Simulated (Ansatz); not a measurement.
## How far is PAW off for WSe2?

```yaml
crystal:
  lattice:
    - [3.38870, 0.00000, 0.00000]
    - [-1.69435, 2.93470, 0.00000]
    - [0.00000, 0.00000, 12.97000]
  atoms:
    - { symbol: W, position: [0.33333, 0.66667, 0.25000] }
    - { symbol: W, position: [0.66667, 0.33333, 0.75000] }
    - { symbol: Se, position: [0.33333, 0.66667, 0.62100] }
    - { symbol: Se, position: [0.66667, 0.33333, 0.12100] }
    - { symbol: Se, position: [0.33333, 0.66667, 0.87900] }
    - { symbol: Se, position: [0.66667, 0.33333, 0.37900] }
```

Atoms are numbered in the order listed.

The cell is COD entry 9009146, as deposited and not checked against the literature; nothing was relaxed. The listed cell was then made from it by scaling, straining or moving an atom.

Spin–orbit coupling is left out, though it moves levels of the heavy atoms by tenths of an eV or more.

All numbers are computed: DFT, PBEsol, PAW with Ansatz's default frozen-core files, scalar-relativistic (Ansatz 0.2.0); DFT, PBEsol, all-electron PAW with datasets made for the crystal, scalar-relativistic (Ansatz 0.2.0); DFT, PBEsol, all-electron LAPW, scalar-relativistic (Ansatz 0.2.0).

For PAW: a Γ-centred 11×11×3 k mesh, Fermi–Dirac smearing of 0.08 eV, cutoff 420 eV, no spin polarisation; the PAW files were made with PBE, and the program remakes their frozen cores for this functional. The crystal-made all-electron datasets (AE datasets) take a cutoff of 340 eV at this cell. LAPW targets a basis error of 0.5 meV/atom. The Ansatz runs share mesh, smearing and spin set-up. Plane-wave (PAW) pressures include the program's estimate of the Pulay term.

Stress and pressure are positive in compression.

The change that made this cell: equal xx and yy strain of +3 %.

```tsv
quantity	PAW	AE datasets	LAPW
pressure (GPa)	-7.97	-7.92	-7.92
stress xx (GPa)	-9.23	-9.18	-9.18
stress zz (GPa)	-5.45	-5.41	-5.41
force on Se3, z (eV/Å)	0.699	0.694	0.695
band gap (eV)	0.901	0.904	0.904
```

PAW's pressure differs from the LAPW value by -0.05 GPa.
